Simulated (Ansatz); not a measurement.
Here is an Ansatz 0.2.0 calculation.

input.yaml

```yaml
crystal:
  lattice:
    - [3.14, 0.0, 0.0]
    - [-1.57, 2.7193197679, 0.0]
    - [0.0, 0.0, 3.48]
  atoms:
    - { symbol: Hf, position: [0.0, 0.0, 0.0] }
    - { symbol: B, position: [0.6666666667, 0.3333333333, 0.5] }
    - { symbol: B, position: [0.3333333333, 0.6666666667, 0.5] }
hamiltonian:
  xc: pbe
  pseudopotentials: { kind: paw }
  dispersion: d4
kpoints:
  mp_grid: { grid: [10, 10, 8] }
scf:
  occupations: { method: fermi_dirac, width: 0.05 }
output:
  forces: true
  stress: true
relax:
  f_tol: 0.01
  max_steps: 40
  cell: { stress_tol: 0.05 }
```

Potentials or basis: Ansatz PAW.

Launch:

```sh
$ ansatz run input.yaml --threads 2 --pin off --max-ram 5632MiB --backend cpu --events-out ev --progress --plain --runs-dir out
```

Q: What does it give for the space group after relaxing (to 0.05 Å)?

A: P6/mmm (No. 191).

Q: Estimate the relaxed volume.

A: 9.73 Å³/atom.

Q: Estimate the relaxed cell.

A: a = 3.127 Å, b = 3.127 Å, c = 3.448 Å, α = 90.00°, β = 90.00°, γ = 120.00°.

The path:
| step | energy change (eV) | largest force (eV/Å) | volume (Å³) |
| --- | --- | --- | --- |
| 1 | 0.0000 | 0.0000 | 29.71 |
| 2 | -0.0059 | 0.0000 | 28.98 |
| 3 | -0.0081 | 0.0000 | 29.16 |
| 4 | -0.0083 | 0.0000 | 29.19 |
| 5 | -0.0077 | 0.0000 | 29.19 |

Caveat: the plane-wave basis is chosen anew once the cell has moved, so the energies of steps on either side of that aren't comparable. The run has no spin-orbit coupling, so splittings on Hf are missing.
